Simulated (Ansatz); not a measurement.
# PbTe: the cost of one run

Program: Ansatz 0.2.0. Level of theory: DFT PBE, scalar-relativistic, plane waves, PAW. These are calculated values, not measurements.

4 further runs of the same task are left out: 2 that didn't finish, 2 set aside as unsound or not needed. Runs told in other sessions of the task aren't counted.

**1. Starting point**

It takes space group P-6m2 (No. 187, hexagonal). The conventional cell has a = 4.456 Å, b = 4.456 Å, c = 4.189 Å, α = 90.00°, β = 90.00°, γ = 120.00°. Pb (site symmetry -6m2) has 6 Te at 3.32 Å in its first shell of neighbours. Around Te (site symmetry -6m2) lie 6 Pb at 3.32 Å.

As a file:

```
Pb Te
1.0
     4.45597    0.00000    0.00000
    -2.22798    3.85898    0.00000
     0.00000    0.00000    4.18920
Pb Te
1 1
Direct
  0.00000 0.00000 0.00000
  0.66667 0.33333 0.50000
```

An earlier run at PBE left this cell at 36.018 Å³/atom and -0.01 GPa (10×10×8 mesh).

The changes: atom 1 (Pb) moved 0.08 Å along z; atom 1 (Pb) moved 0.12 Å along z; strain e1 = +0.02, atoms carried along; strain e2 = -0.02, atoms carried along; all atoms moved at random (σ = 0.06 Å), cell strained at random (1 %); all atoms moved at random (σ = 0.06 Å), cell strained at random (1 %).

**2. Atom 1 (Pb) moved 0.08 Å along z**

Contents of input.yaml:

```yaml
crystal:
  lattice:
    - [4.4559662328, 0.0, 0.0]
    - [-2.2279831164, 3.858979956, 0.0]
    - [0.0, 0.0, 4.1892026525]
  atoms:
    - { symbol: Pb, position: [0.0, 0.0, 0.0190967128] }
    - { symbol: Te, position: [0.6666666667, 0.3333333333, 0.5] }
basis:
  ecutwfc: 420
  ecutrho_ratio: 4
kpoints:
  mp_grid: { grid: [10, 10, 8] }
hamiltonian:
  xc: pbe
scf:
  occupations: { method: gaussian, width: 0.05 }
output:
  forces: true
  stress: true
  eigenvalues: true
  write_density: true
  write_potential: true
  elf: true
  volumetric_format: npy
```

The run is started by

```console
$ ansatz run input.yaml --threads 2 --pin off --max-ram 2662MiB --backend cpu --events-out ev --progress --plain --runs-dir out
```

**Question.** How long does this run take on 2 threads of Arm Neoverse V2, shared host, and how much memory does it need?

About 7.9 s, with a peak of 0.42 GiB.
